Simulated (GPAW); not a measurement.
Runs of GPAW 26.7.0 on CO2. The structure is tetragonal, space group I-42d (No. 122). The conventional cell has a = 3.949 Å, b = 3.949 Å, c = 6.028 Å, α = 90.00°, β = 90.00°, γ = 90.00°. O (site symmetry 2) has 2 C at 1.40 Å as nearest neighbours. C (site symmetry -4) has 4 O at 1.40 Å as nearest neighbours. The cell comes from a database or a generator and needn't be the stable form of this composition.

```csv
task,level,potentials or basis,k mesh,band path,band points,mesh quality,gap on the mesh (eV),pressure (GPa),largest force (eV/Å)
single point,PBE,"GPAW PAW data sets (gpaw-data 1.2.1), pw",9 × 9 × 9,-,-,not flagged,7.71,-0.2,0.03
band structure,r2SCAN,"GPAW PAW data sets (gpaw-data 1.2.1), pw",6 × 6 × 6,"GXYSGZS1NPY1Z,XP",100,not flagged,8.49,-7.5,(b)
band structure,LDA,"the program's PAW data sets (release 1.2.1) made for this functional, pw",6 × 6 × 6,"GXYSGZS1NPY1Z,XP",100,not flagged,7.45,(a),0.47
band structure,PBE,"GPAW PAW data sets (gpaw-data 1.2.1), pw",6 × 6 × 6,"GXYSGZS1NPY1Z,XP",100,not flagged,7.71,-0.2,0.03
```

Alike in all rows: no spin polarisation; cell as given; cutoff (eV) 800; smearing fermi-dirac 0.05 eV.

Question: Fill in the values left out.

Answer: (a) -13.3; (b) 0.22.

Caveats: an odd mesh through Γ misses points on the zone boundary, where band edges often lie (some runs); the PAW data sets were made with another functional, which shifts forces and pressure a little (some runs).
